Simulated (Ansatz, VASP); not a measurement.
## GdO in VASP and in Ansatz

```
Gd O
1.0
     2.80181    2.80181    0.00000
    -2.80181    2.80181    0.00000
     0.00000    0.00000    2.80181
Gd O
2 2
Direct
  0.00000 0.00000 0.00000
  0.50000 0.50000 0.00000
  0.50000 0.00000 0.50000
  0.00000 0.50000 0.50000
```

The cell comes from a database or a generator and needn't be the stable form of this composition.

Alike in both runs: task single point; functional PBEsol; k mesh 5 × 5 × 7; occupations gaussian, width 0.05 eV; collinear spin, antiferromagnetic start; Hubbard terms Gd f U = 8 eV.

|  | VASP | Ansatz |
| --- | --- | --- |
| version | VASP 6.6.1 | Ansatz 0.2.0 |
| potentials or method | VASP PAW PBE potentials, release 64 (Gd, O) | Ansatz PAW |
| plane-wave cutoff (eV) | 520 | 420 |
| valence electrons in the cell | 48 | 48 |

VASP gave:

| Quantity | Value |
| --- | --- |
| gap on the k mesh at the Fermi level (eV) | none |
| net moment per atom (μB) | 0.00 |
| size of the moment on the site where the two differ most (μB) | 6.96 |

**Question.** Estimate Ansatz's values.

**Answer.** gap on the k mesh at the Fermi level (eV): none; net moment per atom (μB): 0.00; size of the moment on the site where the two differ most (μB): 6.97.

Site moments also hang on the region over which each program counts them. The programs project onto different local orbitals, so the same U acts differently. A gap of «none» marks a metal or a gap that the smearing closes.

Caveats: spin-orbit coupling is left out, which moves the levels of the heavy elements; the magnetic or orbital state may not be the lowest (Ansatz). The state reached can hang on the start; a lower one may exist.
